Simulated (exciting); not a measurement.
## Ce under changes of volume

One of the cells (35.058 Å³/atom); the others are scaled copies at fixed shape and fractional positions:

```
Ce
1.0
     0.00000    2.59769    2.59769
     2.59769    0.00000    2.59769
     2.59769    2.59769    0.00000
Ce
1
Direct
  0.00000 0.00000 0.00000
```

```yaml
Program: exciting (release sodium)
Functional: PBEsol
Potentials_or_basis: all-electron LAPW+lo, shipped species files, valence relativity iora*
rgkmax: 9.5
k_mesh: 9 × 9 × 9
Occupations: fermi-dirac, width 0.05 eV
Spin: collinear spin, ferromagnetic start
```

| volume (Å³/atom) | energy over the lowest point (meV/atom) | moment (μB per cell) |
| --- | --- | --- |
| 32.996 | 0.00 | 0.31 |
| 33.684 | 63.60 | 0.61 |
| 34.371 | 68.39 | 0.75 |
| 35.058 | ? | ? |
| 35.746 | 134.61 | 0.95 |
| 36.433 | 169.01 | 1.03 |

What does the run at 35.058 Å³/atom give?

Energy over the lowest point 101.67 meV/atom; moment 0.86 μB per cell.

The energies don't lie on one smooth curve, so no fit is given. The run at 33.684 Å³/atom lies farthest off, from a change of basis, grid or state.

Energies are extrapolated to zero smearing.

Caveats: the magnetic or orbital state may not be the lowest; the free energy is that total less TS from the occupations.
